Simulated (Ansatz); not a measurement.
## 3-layer 1T-MgI2 (AA) in a perpendicular field

Wanted: the out-of-plane response of the 3-layer 1T-MgI2 (AA). A positive field points along +c.

Calculated with Ansatz 0.2.0; plane-wave DFT, PBE-D3(BJ), Ansatz PAW.

### 1. Starting point

The cell holds 9 atoms: 6 I and 3 Mg. Its edges and angles: a = 4.200 Å, b = 4.200 Å, c = 59.776 Å, α = 90.0°, β = 90.0°, γ = 120.0°. Regions: layer 1: 1T-MgI2, 3 atoms (2 I and 1 Mg); layer 2: 1T-MgI2, 3 atoms (2 I and 1 Mg); layer 3: 1T-MgI2, 3 atoms (2 I and 1 Mg). Vacuum lies along c.

### 2. Relaxation

The starting cell is a guess, so the in-plane lattice and the atoms are relaxed first, with the slab cut off from its images along the normal.

Contents of input.yaml:

```yaml
crystal:
  lattice:
    - [4.2, 0.0, 0.0]
    - [-2.1, 3.6373066959, 0.0]
    - [0.0, 0.0, 59.7763107545]
  atoms:
    - { symbol: I, position: [0.6666666667, 0.3333333333, 0.3797490965] }
    - { symbol: Mg, position: [0.0, 0.0, 0.4014307923] }
    - { symbol: I, position: [0.3333333333, 0.6666666667, 0.4231124883] }
    - { symbol: I, position: [0.6666666667, 0.3333333333, 0.4783183041] }
    - { symbol: Mg, position: [0.0, 0.0, 0.5] }
    - { symbol: I, position: [0.3333333333, 0.6666666667, 0.5216816959] }
    - { symbol: I, position: [0.6666666667, 0.3333333333, 0.5768875117] }
    - { symbol: Mg, position: [0.0, 0.0, 0.5985692077] }
    - { symbol: I, position: [0.3333333333, 0.6666666667, 0.6202509035] }
  periodic: [true, true, false]
kpoints:
  mp_grid: { grid: [12, 12, 1] }
hamiltonian:
  xc: pbe
  dispersion: d3bj
scf:
  occupations: { method: fermi_dirac, width: 0.05 }
  convergence: { dr2_threshold: 1.0e-09 }
relax:
  f_tol: 0.004
  max_steps: 90
  cell: {}
output:
  write_potential: true
  write_density: true
  volumetric_format: npy
```

The run is started by

```
$ ansatz run input.yaml --threads 4 --pin off --max-ram 8192MiB --backend cpu --events-out ev --progress --plain --runs-dir out
```

Numbers of over 12 decimals in the logs are rounded to 6 here.

The log of the run:

```text
Warning: relax.cell: scf.convergence.dr2_threshold = 1e-9 eV is looser than the 1.51462999822e-10 eV advised for a relaxation that steers and ends on the stress (1e-10 eV for each atom of the cell: 9, times the square of relax.cell.stress_2d_tol = 0.05 N/m over 24.4 Å (the atoms' height at the walk's start and 5 Å past either face), 2.051e-2 GPa, over a crystal's default 0.05). What an SCF threshold leaves in a stress goes as its square root, and in the free energy as the threshold itself, and one threshold admits the most on a small cell: [figures from the program's tests cut] Set scf.convergence.dr2_threshold to 1.51462999822e-10 eV or tighter. [rest of the remark cut]
Engine: ansatz 0.2.0, x86_64-unknown-linux-gnu
Pseudopotentials: kind: paw
Pseudopotential: I, paw, valence charge 17, recommended cutoff 420 eV (normal), I.paw.azcp
Pseudopotential: Mg, paw, valence charge 10, recommended cutoff 420 eV (normal), Mg.paw.azcp
Functional definition: PBE
  parameter kappa = 0.804
  parameter beta = 0.066725
  exchange = pbe_x(kappa = kappa, mu = beta*pi^2/3)
  correlation = pbe_c(beta = beta)
Crystal: 9 atoms, lattice volume = 913.184 Å³
Basis set: ecut = 420 eV, 17557 PW (Γ), exchange–correlation on 60×60×800 points (8 copies of the dense FFT grid, shifted against one another)
Bands: 80, of which v1, the nominal top of the filled ones, is band 66 counted from 1 (65 counted from 0)
Symmetry: 12 space group operations
Space group: P-3m1 (ITA 164), of the structure as read, at distance tolerance 9.7e-5 Å
k-points: 19 of 144
Non-local potential: I, projectors of the file, l = 0: 2, l = 1: 2, l = 2: 2, l = 3: 2
Non-local potential: Mg, projectors of the file, l = 0: 3, l = 1: 2, l = 2: 1
PAW form: soft (Blöchl's): semilocal exchange-correlation on the pseudo side does not see the compensation charge
PAW one-centre angular grid: I, 590 points (default); XC on 64 Gauss nodes
PAW one-centre angular grid: Mg, 110 points (default); XC on 64 Gauss nodes
Initial density: superposition of atomic densities (neutral atoms: chi_scale 0, normalization atom), corrected by the library's trained network
Initial wavefunctions: pseudopotential atomic-orbital guess
Functional: x = pbe(κ = 0.804, μ = 0.219515), c = pbe(β = 0.066725)
SCF iter   1: F=—  HF=-50858.609372 eV  |F-HF|=—  |Δ(HF+E_count)|=         —  Δρ=4.25e-4  dr2=3.77e-3  ethr=1.77e-3  ⟨swp⟩=19.9  Hψ=10834  notcnv=0  defer=40
preconditioner: auto → Resta (q_TF=auto, 1.976 Å⁻¹)  ε∞=1.7  [insulator: Δε(μ)=2.844 eV  Ē_g=10.529 eV  σ=0.050 eV  W_gap=1.00  n_scr=150 (ndim 8)  ℏωp=8.5 eV  f_vac=0.698  D(μ)=0.00/eV (n_scr^D=0)  ε∞_Penn≈1.7  vacuum switching on, ρ_ref=8.0e-3 e/Å³]
SCF iter   2: F=—  HF=-50858.603930 eV  |F-HF|=—  |Δ(HF+E_count)|=   5.44e-3  Δρ=2.14e-4  dr2=7.37e-4  ethr=2.86e-6  ⟨swp⟩=4.1  Hψ=3858  notcnv=0  defer=143
SCF iter   3: F=—  HF=-50858.604453 eV  |F-HF|=—  |Δ(HF+E_count)|=   5.23e-4  Δρ=1.06e-4  dr2=1.97e-4  ethr=5.58e-7  ⟨swp⟩=3.1  Hψ=1996  notcnv=0  defer=143
SCF iter   4: F=—  HF=-50858.604720 eV  |F-HF|=—  |Δ(HF+E_count)|=   2.67e-4  Δρ=3.54e-5  dr2=5.43e-5  ethr=1.49e-7  ⟨swp⟩=3.1  Hψ=2219  notcnv=0  defer=143
SCF iter   5: F=—  HF=-50858.604671 eV  |F-HF|=—  |Δ(HF+E_count)|=   4.87e-5  Δρ=1.25e-5  dr2=1.38e-6  ethr=4.11e-8  ⟨swp⟩=2.9  Hψ=1905  notcnv=0  defer=143
SCF iter   6: F=—  HF=-50858.604300 eV  |F-HF|=—  |Δ(HF+E_count)|=   3.71e-4  Δρ=4.70e-6  dr2=2.28e-7  ethr=1.04e-9  ⟨swp⟩=3.0  Hψ=3087  notcnv=0  defer=145
SCF iter   7: F=—  HF=-50858.604300 eV  |F-HF|=—  |Δ(HF+E_count)|=   1.35e-7  Δρ=1.55e-6  dr2=1.64e-8  ethr=1.72e-10  ⟨swp⟩=3.0  Hψ=2981  notcnv=0  defer=146
SCF iter   8: F=—  HF=-50858.604300 eV  |F-HF|=—  |Δ(HF+E_count)|=   1.02e-7  Δρ=6.14e-7  dr2=7.80e-9  ethr=1.24e-11  ⟨swp⟩=3.3  Hψ=3023  notcnv=0  defer=147
SCF iter   9: F=-50858.604300 eV  HF=-50858.604300 eV  |F-HF|=9.62e-9  |Δ(HF+E_count)|=   1.83e-9  Δρ=1.93e-7  dr2=2.22e-10  ethr=1.00e-12  ⟨swp⟩=9.6  Hψ=10360  notcnv=0
SCF 1 converged in 9 iterations: F = -50858.604300 eV  dr2 = 2.22e-10
  greatest PAW one-centre occupation: 1.000 electrons in one spin orbital (limit 2), on the Mg atom at site 4 (counted from 0), in its partial waves of l = 0
relax step   1: F+E_penalty+E_count = -50858.60430003 eV  Δ(F+E_penalty+E_count) = +0.000e0 eV  max|allowed force component| = 2.319e0 eV/Å  Δτ_max = 0.0000 Å  P = +12.380 N/m  Ω = 913.184 Å³  fix = [c, alpha, beta]  reactions: c +0.000 N/m  (9 SCF iters, accepted)
Crystal: 9 atoms, lattice volume = 926.944 Å³
Basis set: ecut = 420 eV, 18037 PW (Γ), exchange–correlation on 60×60×800 points (8 copies of the dense FFT grid, shifted against one another)
Initial density: handed on by an earlier stage of this run
Initial wavefunctions: those handed on with the density
iter 1 solved again at ethr=7.71e-5 eV; its pass at ethr=3.10e-3 eV (dr2=1.02e-1 eV) is discarded
SCF iter   1: F=—  HF=-50860.327293 eV  |F-HF|=—  |Δ(HF+E_count)|=         —  Δρ=2.97e-3  dr2=9.44e-2  ethr=7.71e-5  ⟨swp⟩=6.4  Hψ=10822  notcnv=0  defer=5
preconditioner: auto → Resta (q_TF=auto, 1.972 Å⁻¹)  ε∞=1.7  [insulator: Δε(μ)=3.034 eV  Ē_g=10.270 eV  σ=0.050 eV  W_gap=1.00  n_scr=150 (ndim 8)  ℏωp=8.4 eV  f_vac=0.692  D(μ)=0.00/eV (n_scr^D=0)  ε∞_Penn≈1.7  vacuum switching on, ρ_ref=7.6e-3 e/Å³]
SCF iter   2: F=—  HF=-50860.310879 eV  |F-HF|=—  |Δ(HF+E_count)|=   1.64e-2  Δρ=1.52e-3  dr2=1.34e-2  ethr=7.15e-5  ⟨swp⟩=5.3  Hψ=2602  notcnv=0  defer=23
SCF iter   3: F=—  HF=-50860.310520 eV  |F-HF|=—  |Δ(HF+E_count)|=   3.59e-4  Δρ=5.96e-4  dr2=3.02e-3  ethr=1.01e-5  ⟨swp⟩=3.9  Hψ=3394  notcnv=0  defer=45
SCF iter   4: F=—  HF=-50860.310958 eV  |F-HF|=—  |Δ(HF+E_count)|=   4.38e-4  Δρ=1.41e-4  dr2=8.76e-4  ethr=2.29e-6  ⟨swp⟩=3.2  Hψ=2374  notcnv=0  defer=46
SCF iter   5: F=—  HF=-50860.310850 eV  |F-HF|=—  |Δ(HF+E_count)|=   1.07e-4  Δρ=5.48e-5  dr2=5.56e-5  ethr=6.64e-7  ⟨swp⟩=3.1  Hψ=2160  notcnv=0  defer=47
SCF iter   6: F=—  HF=-50860.310832 eV  |F-HF|=—  |Δ(HF+E_count)|=   1.82e-5  Δρ=1.78e-5  dr2=2.42e-6  ethr=4.21e-8  ⟨swp⟩=3.0  Hψ=2235  notcnv=0  defer=47
SCF iter   7: F=—  HF=-50860.310449 eV  |F-HF|=—  |Δ(HF+E_count)|=   3.83e-4  Δρ=4.58e-6  dr2=3.91e-7  ethr=1.83e-9  ⟨swp⟩=3.0  Hψ=2646  notcnv=0  defer=68
SCF iter   8: F=—  HF=-50860.310449 eV  |F-HF|=—  |Δ(HF+E_count)|=   9.38e-8  Δρ=1.33e-6  dr2=1.57e-8  ethr=2.96e-10  ⟨swp⟩=3.1  Hψ=2397  notcnv=0  defer=70
SCF iter   9: F=—  HF=-50860.310449 eV  |F-HF|=—  |Δ(HF+E_count)|=   2.57e-8  Δρ=5.17e-7  dr2=1.50e-9  ethr=1.19e-11  ⟨swp⟩=3.0  Hψ=2737  notcnv=0  defer=70
[...]
relax step   6: F+E_penalty+E_count = -50860.87638613 eV  Δ(F+E_penalty+E_count) = -6.708e-2 eV  max|allowed force component| = 5.668e-2 eV/Å  Δτ_max = 0.1943 Å  P = -0.256 N/m  Ω = 893.593 Å³  energy of the carried Pulay correction = +5.844e-4 eV  fix = [c, alpha, beta]  reactions: c -0.000 N/m  (9 SCF iters, accepted)
relax step   7: F+E_penalty+E_count = -50860.91129999 eV  Δ(F+E_penalty+E_count) = -3.491e-2 eV  max|allowed force component| = 4.269e-2 eV/Å  Δτ_max = 0.1942 Å  P = +0.177 N/m  Ω = 883.355 Å³  energy of the carried Pulay correction = +8.949e-4 eV  fix = [c, alpha, beta]  reactions: c +0.000 N/m  (9 SCF iters, accepted)
relax step   8: F+E_penalty+E_count = -50860.91842440 eV  Δ(F+E_penalty+E_count) = -7.124e-3 eV  max|allowed force component| = 1.163e-2 eV/Å  Δτ_max = 0.1216 Å  P = +0.225 N/m  Ω = 879.026 Å³  energy of the carried Pulay correction = +1.027e-3 eV  fix = [c, alpha, beta]  reactions: c +0.000 N/m  (9 SCF iters, accepted)
relax step   9: F+E_penalty+E_count = -50860.91915192 eV  Δ(F+E_penalty+E_count) = -7.275e-4 eV  max|allowed force component| = 2.369e-2 eV/Å  Δτ_max = 0.0480 Å  P = +0.082 N/m  Ω = 881.619 Å³  energy of the carried Pulay correction = +9.479e-4 eV  fix = [c, alpha, beta]  reactions: c +0.000 N/m  (8 SCF iters, accepted)
relax step  10: F+E_penalty+E_count = -50860.91931755 eV  Δ(F+E_penalty+E_count) = -1.656e-4 eV  max|allowed force component| = 1.126e-2 eV/Å  Δτ_max = 0.0058 Å  P = -0.074 N/m  Ω = 881.989 Å³  energy of the carried Pulay correction = +9.366e-4 eV  fix = [c, alpha, beta]  reactions: c -0.000 N/m  (7 SCF iters, accepted)
relax step  11: F+E_penalty+E_count = -50860.91939302 eV  Δ(F+E_penalty+E_count) = -7.547e-5 eV  max|allowed force component| = 2.392e-4 eV/Å  Δτ_max = 0.0019 Å  P = -0.002 N/m  Ω = 881.558 Å³  energy of the carried Pulay correction = +9.497e-4 eV  fix = [c, alpha, beta]  reactions: c -0.000 N/m  (6 SCF iters, accepted)
Initial wavefunctions: pseudopotential atomic-orbital guess (no wavefunctions were taken with the density)
iter 1 solved again at ethr=2.11e-6 eV; its pass at ethr=3.10e-3 eV (dr2=2.78e-3 eV) is discarded
SCF iter   1: F=—  HF=-50860.918408 eV  |F-HF|=—  |Δ(HF+E_count)|=         —  Δρ=1.36e-5  dr2=3.35e-7  ethr=2.11e-6  ⟨swp⟩=6.9  Hψ=15371  notcnv=0  defer=6
eigensolver tolerance schedule: the retry pair's looser diagonalisation over-reported the residual by 8304.62 of it (diagonalisation noise at an unbounded share of the residual, at the tolerance the schedule requests for it); recorded, not acted on — ethr = c·dr2/N_el stays at c = 1.0e-1
preconditioner: auto → Resta (q_TF=auto, 1.988 Å⁻¹)  ε∞=1.7  [insulator: Δε(μ)=3.588 eV  Ē_g=10.056 eV  σ=0.050 eV  W_gap=1.00  n_scr=138 (ndim 8)  ℏωp=8.7 eV  f_vac=0.655  D(μ)=0.00/eV (n_scr^D=0)  ε∞_Penn≈1.7  vacuum switching on, ρ_ref=7.3e-3 e/Å³]
SCF iter   2: F=—  HF=-50860.918422 eV  |F-HF|=—  |Δ(HF+E_count)|=   1.39e-5  Δρ=5.55e-6  dr2=4.48e-8  ethr=2.54e-10  ⟨swp⟩=5.4  Hψ=4877  notcnv=0  defer=4
SCF iter   3: F=—  HF=-50860.918422 eV  |F-HF|=—  |Δ(HF+E_count)|=   8.97e-8  Δρ=1.65e-6  dr2=5.65e-9  ethr=3.39e-11  ⟨swp⟩=3.8  Hψ=3252  notcnv=0  defer=4
SCF iter   4: F=—  HF=-50860.918422 eV  |F-HF|=—  |Δ(HF+E_count)|=   1.01e-8  Δρ=2.51e-7  dr2=2.76e-9  ethr=1.00e-12  ⟨swp⟩=26.4  Hψ=12215  notcnv=0
SCF iter   5: F=-50860.918422 eV  HF=-50860.918422 eV  |F-HF|=2.33e-10  |Δ(HF+E_count)|=  4.80e-10  Δρ=7.32e-8  dr2=9.70e-11  ethr=1.00e-12  ⟨swp⟩=7.6  Hψ=8323  notcnv=0
SCF 12 converged in 5 iterations: F = -50860.918422 eV  dr2 = 9.70e-11
relax step  12: F+E_penalty+E_count = -50860.91842196 eV  Δ(F+E_penalty+E_count) = +9.711e-4 eV  max|allowed force component| = 2.293e-4 eV/Å  Δτ_max = 0.0000 Å  P = -0.001 N/m  Ω = 881.558 Å³  fix = [c, alpha, beta]  reactions: c -0.000 N/m  stress off target by 1.27e-3 N/m on what of the cell is left free  SCF on the basis re-selected at this cell (its energy is not comparable with the rows above)  (5 SCF iters)
basis re-selected at this cell: Δ(F+E_penalty+E_count) = +9.711e-4 eV, ΔP = +0.001 N/m vs the last step (what re-selecting the basis moved, of the pressure what is left beyond the Pulay correction that the steps carried, after the strain that the cell walked since its last selection, with what the two solves' SCF thresholds leave and, on support functions, any second-order correction that the steps lacked; it is no m [...]
SCF converged after 5 iterations
Free energy (F): -50860.918422 eV
Harris-Foulkes:  -50860.918422 eV  (|F-HF|=2.33e-10)
Internal energy: -50860.918422 eV  (E = F + TS)
E sigma→0 (E₀):  -50860.918422 eV
Fermi energy:    -4.508688 eV
--- Per-component energies (eV) ---
  E_band       = -4849.904209
  E_kinetic    = 1362.460123
  E_local      = -899855.594860  (includes V_loc(G=0)·N_el)
  E_nonlocal   = -256.853299
  E_hartree    = 448687.991140
  E_xc         = -856.035673
  E_vxc        = -884.786596  (∫ρ·V_xc dr)
  E_paw        = -29778.805722  (= ΣΔE_a)
  E_vpaw       = -2591.105363  (= ΣTr[D̂ρ^β])
  E_aug_tail   = -0.000097  (compensation charges beyond the density's cutoff)
  E_ewald      = 429838.505355
  E_disp       = -2.585389  (pairwise vdW)
  E_smearing   = -0.000000  (= −TS)
  E_closure    = 0.000000  (closes the sum)
  Σ components = -50860.918422   (vs F -50860.918422, Δ=0.00e0)
--- Forces (eV/Å), atoms counted from 1 ---
  atom   1  I     -0.00000000     0.00000000    -0.00004250
  atom   2  Mg     0.00000000    -0.00000000     0.00009176
  atom   3  I      0.00000000    -0.00000000    -0.00022933
  atom   4  I     -0.00000000     0.00000000     0.00012811
  atom   5  Mg     0.00000000     0.00000000     0.00000000
  atom   6  I      0.00000000    -0.00000000    -0.00012811
  atom   7  I     -0.00000000     0.00000000     0.00022933
  atom   8  Mg     0.00000000     0.00000000    -0.00009176
  atom   9  I      0.00000000    -0.00000000     0.00004250
  max |Σ_I F_I| component: 1.04e-17 eV/Å
--- 2D stress c σ (N/m, compression-positive) ---
       -0.001270      -0.000000      -0.000000
       -0.000000      -0.001270      -0.000000
       -0.000000      -0.000000      -0.000000
  P = ½ c Tr σ = -0.0013 N/m
--- Band table (eV; the first three rows and the last of 19) ---
  k-point 0: bands = [... 62 lower, -6.3478, -6.3478, -6.3226, -6.3226, -2.4212, -2.1124, -1.7148 (-1.7148°), -1.4300 (-1.4300°), ... 10 higher]
  k-point 1: bands = [... 62 lower, -6.4281, -6.4236, -6.3652, -6.3326, -2.1207, -1.8724 (-1.8724°), -1.5427 (-1.5426°), -1.1305 (-1.1305°), ... 10 higher]
  k-point 2: bands = [... 62 lower, -6.5155, -6.4968, -6.4416, -6.3943, -1.6544 (-1.6544°), -1.5732 (-1.5732°), -1.4550 (-1.4550°), -0.8430 (-0.8430°), ... 10 higher]
  k-point 18: bands = [... 62 lower, -7.1694, -7.1694, -6.9303, -6.9303, -2.2837, -1.9572, -1.5963, -0.3892, ... 10 higher]
  ° read free of the cell's end (the report's vacuum.weakly_bound_levels)
--- Relaxed structure (11 steps of the walk, 11 accepted, 1 SCFs on fresh bases) ---
  F+E_penalty+E_count = -50860.91842196 eV   max|allowed force component| = 2.293e-4 eV/Å   (the final SCF, on the basis selected at the relaxed cell)
  cell:  # Å, volume = 881.5580 Å³
    - [4.126630, 0, 0]
    - [-2.063315, 3.573767, 0]
    - [0, 0, 59.7763107545]
  atoms:
    - { symbol: I, position: [0.666667, 0.333333, 0.357434] }
    - { symbol: Mg, position: [-4.8215766482051346e-18, -9.643153296410269e-18, 0.385575] }
    - { symbol: I, position: [0.333333, 0.666667, 0.413653] }
    - { symbol: I, position: [0.666667, 0.333333, 0.471950] }
    - { symbol: Mg, position: [0, 0, 0.500000] }
    - { symbol: I, position: [0.333333, 0.666667, 0.528050] }
    - { symbol: I, position: [0.666667, 0.333333, 0.586347] }
    - { symbol: Mg, position: [4.821576648205137e-18, 9.64315329641027e-18, 0.614425] }
    - { symbol: I, position: [0.333333, 0.666667, 0.642566] }
```

Wall time 8.7 min (4 threads of Intel Xeon at 2.50GHz (Skylake/Cascade Lake), shared host); peak memory 2.4 GiB.

Relaxation path:

```csv
step,energy less that of the first step (eV),largest force component (eV/Å),volume (Å³)
1,0.0000,2.3190,913.18
2,-1.7061,0.8441,926.94
3,-1.9676,0.3662,927.31
4,-2.0982,0.1537,923.43
5,-2.2050,0.0926,909.75
6,-2.2721,0.0567,893.59
7,-2.3070,0.0427,883.35
8,-2.3141,0.0116,879.03
9,-2.3149,0.0237,881.62
10,-2.3150,0.0113,881.99
11,-2.3151,0.0002,881.56
12*,-2.3141,0.0002,881.56
```

Relaxation steps marked * repeat the geometry before them on a plane-wave basis chosen anew for their cell, so energy and pressure can jump there.

The run keeps the 12 symmetry operations that it works with, so distortions that break them were not tested.

```csv
cell as run,before,after,change
a (Å),4.200,4.127,-1.7 %
b (Å),4.200,4.127,-1.7 %
```

The atoms that moved most (Å, along periodic axes as changes of fractional coordinates times the final cell, across vacuum about the mean position):

```csv
atom,dx,dy,dz,length
I9,0.000,0.000,1.334,1.334
I1,0.000,0.000,-1.334,1.334
Mg8,0.000,0.000,0.948,0.948
Mg2,0.000,0.000,-0.948,0.948
I7,0.000,0.000,0.565,0.565
I3,0.000,0.000,-0.565,0.565
I6,0.000,0.000,0.381,0.381
I4,0.000,0.000,-0.381,0.381
```

This step gave:

```yaml
gap_on_the_k_mesh: 3.588 eV
```

The lattice constant a goes from 4.200 to 4.127 Å.

[end of part 1 of 2]

[Logs are printed without paths, hosts, clocks, repeated set-up lines and the standing remarks that a program may print on its own settings, such as how far it seeks lower states.]

[Hosts, paths, dates, database ids (printed as entryN), source tags and the programs' standing remarks are cut or masked in the printed files.]

[Maps of the electrostatic potential energy from Ansatz leave out the sawtooth potential of an applied field or a dipole correction, so their vacuum need not be flat; planar profiles and work functions include it.]
